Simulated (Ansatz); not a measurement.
## Electric field gradients in Ti

Computed with DFT PBE, scalar-relativistic, plane waves, PAW in Ansatz. Plane waves to 420 eV; Γ-centred k mesh 18×18×10; Fermi-Dirac smearing of 0.15 eV. No spin polarisation.

Equilibrium structure at this level:
```yaml
crystal:
  lattice:
    - [2.94052, 0.00000, 0.00000]
    - [-1.47026, 2.54657, 0.00000]
    - [0.00000, 0.00000, 4.66401]
  atoms:
    - { symbol: Ti, position: [0.33333, 0.66667, 0.25000] }
    - { symbol: Ti, position: [0.66667, 0.33333, 0.75000] }
```

In a metal these results depend on the k mesh and the smearing.

Question: Give V_zz (10²¹ V/m²) and the asymmetry η at each distinct site.

Answer:
```tsv
atom	V_zz	η
Ti (atom 1)	1.78	0.00
```

Cost: 1 run of about 0.12 core-minutes, on Intel Xeon Platinum 8375C (Ice Lake) (shared hosts).